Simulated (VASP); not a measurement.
# BeTe: convergence, quasiparticle self-consistent GW0 on PBE

BeTe, F-43m (no. 216), 2 atoms in the cell. PBE, GW; PAW potentials Te_GW, Be_GW (PBE set). VASP 6.6.1.

Wanted: quasiparticle gap at the zone centre within 0.1 eV; correction of the gap between the band edges on the mesh within 0.1 eV.

GW scheme: QSGW0; Orbital cutoff (eV): 300; Frequency points: 48.

Correction of the gap between the band edges on the mesh: the quasiparticle gap less the starting one, both between the band edges that the mesh holds (often an indirect gap), so it isn't the difference to the zone-centre gap.

POSCAR:
```
BeTe
1.0
    0.0000000000      2.7700000000      2.7700000000
    2.7700000000      0.0000000000      2.7700000000
    2.7700000000      2.7700000000      0.0000000000
Te Be
1 1
Direct
    0.7500000000      0.7500000000      0.7500000000
    0.0000000000      0.0000000000      0.0000000000
```

The series start from Iterations: 4; Levels updated: filled + 8; Response cutoff (eV): 130; Band count: filled + 1.0 x plane waves under ENCUTGW; k mesh: 2 2 2. Each series keeps the choices made before it, and each single choice may use up half of a tolerance. Times cover all steps of a run.

## Iterations

| Iterations | Quasiparticle gap at the zone centre (eV) | Correction of the gap between the band edges on the mesh (eV) | Time (s) |
|---|---|---|---|
| 1 | 4.39 | 0.61 | 6.2 |
| 2 | 4.52 | 0.69 | 7.9 |
| 3 | 4.55 | 0.71 | 9.4 |
| 4 | 4.56 | 0.72 | 13 |
| 6 (reference) | 4.57 | 0.73 | 15 |

Chosen: 2, the loosest value from which every tighter one stays within half of the tolerance.

## Levels updated

| Levels updated | Quasiparticle gap at the zone centre (eV) | Correction of the gap between the band edges on the mesh (eV) | Time (s) |
|---|---|---|---|
| filled + 2 | 4.52 | 0.73 | 7.4 |
| filled + 4 | 4.52 | 0.73 | 7.2 |
| filled + 8 | 4.52 | 0.69 | 7.9 |
| filled + 16 | 4.54 | 0.69 | 10 |
| filled + 32 (reference) | 4.55 | 0.66 | 12 |

Chosen: filled + 8.

## Response cutoff (eV)

| Response cutoff (eV) | Quasiparticle gap at the zone centre (eV) | Correction of the gap between the band edges on the mesh (eV) | Time (s) |
|---|---|---|---|
| 50 | 4.25 | 0.27 | 4.8 |
| 75 | 4.35 | 0.45 | 5.8 |
| 100 | 4.45 | 0.59 | 6.0 |
| 130 | 4.52 | 0.69 | 7.9 |
| 160 (reference) | 4.57 | 0.74 | 9.2 |

Chosen: 160; the next looser run is off by more than half of the tolerance, so convergence isn't shown beyond this value.

## Band count

| Band count | Quasiparticle gap at the zone centre (eV) | Correction of the gap between the band edges on the mesh (eV) | Time (s) |
|---|---|---|---|
| filled + 0.15 x plane waves under ENCUTGW | 4.45 | 0.48 | 5.7 |
| filled + 0.3 x plane waves under ENCUTGW | 4.48 | 0.61 | 6.5 |
| filled + 0.6 x plane waves under ENCUTGW | 4.54 | 0.71 | 6.8 |
| filled + 1.0 x plane waves under ENCUTGW | 4.57 | 0.74 | 9.2 |
| filled + 1.5 x plane waves under ENCUTGW | 4.58 | 0.75 | 10 |
| filled + 2.0 x plane waves under ENCUTGW (reference) | 4.57 | 0.75 | 13 |

Chosen: filled + 0.6 x plane waves under ENCUTGW.

## k mesh

| k mesh | Quasiparticle gap at the zone centre (eV) | Correction of the gap between the band edges on the mesh (eV) | Time (s) |
|---|---|---|---|
| 2 2 2 | 4.54 | 0.71 | 6.8 |
| 3 3 3 | 4.68 | 0.91 | 14 |
| 4 4 4 (reference) | 4.74 | 0.89 | 43 |

Chosen: 4 4 4; the next looser run is off by more than half of the tolerance, so convergence isn't shown beyond this value.

The choices weren't compared together with a run at all the tightest settings, so their joint error isn't shown.

## The input

INCAR.step1:
```
PREC = Accurate
ENCUT = 300
ISMEAR = 0
SIGMA = 0.05
LASPH = True
LREAL = False
GGA = PE
ALGO = Normal
EDIFF = 1E-8
NELM = 150
LWAVE = True
LCHARG = False
```

INCAR.step2, as INCAR.step1 but for:
```
- ALGO = Normal
- NELM = 150
+ ALGO = Exact
+ NELM = 1
+ ISTART = 1
+ NBANDS = 120
+ LOPTICS = True
```

INCAR.step3:
```
PREC = Accurate
ENCUT = 300
ISMEAR = 0
SIGMA = 0.05
LASPH = True
LREAL = False
GGA = PE
ALGO = QPGW0
NBANDS = 120
NBANDSGW = 12
ENCUTGW = 160
NOMEGA = 48
PRECFOCK = Fast
ISTART = 1
LWAVE = False
LCHARG = False
NELMGW = 2
```

KPOINTS:
```
Automatic mesh
0
Gamma
  4 4 4
  0 0 0
```

Commands (each step's output is kept before the next begins):
```
cat potpaw_PBE.64/Te_GW/POTCAR potpaw_PBE.64/Be_GW/POTCAR > POTCAR
cp INCAR.step1 INCAR
mpirun -np 4 vasp_std > vasp.out
cp INCAR.step2 INCAR
mpirun -np 4 vasp_std > vasp.out
cp INCAR.step3 INCAR
mpirun -np 4 vasp_std > vasp.out
```

Limits: spin-orbit coupling is left out, which can change the gap by several tenths of an eV or more with Te; the sum over empty states is short: their number is 0.6 times that of the plane waves under the response cutoff.

The chosen input took VASP 6.6.1 43 s on 4 cores (Intel Xeon 6975P-C (Granite Rapids)), a shared host.

## An input that fails: NCORE = 2 in the GW step

VASP's message: VASP internal routines have requested a change of the k-point set. Unfortunately, this is only possible if NPAR=number of nodes. Please remove the tag NPAR from the INCAR file and restart the ….

Changes against the starting input:
```
(step 3)
+ NCORE = 2
```
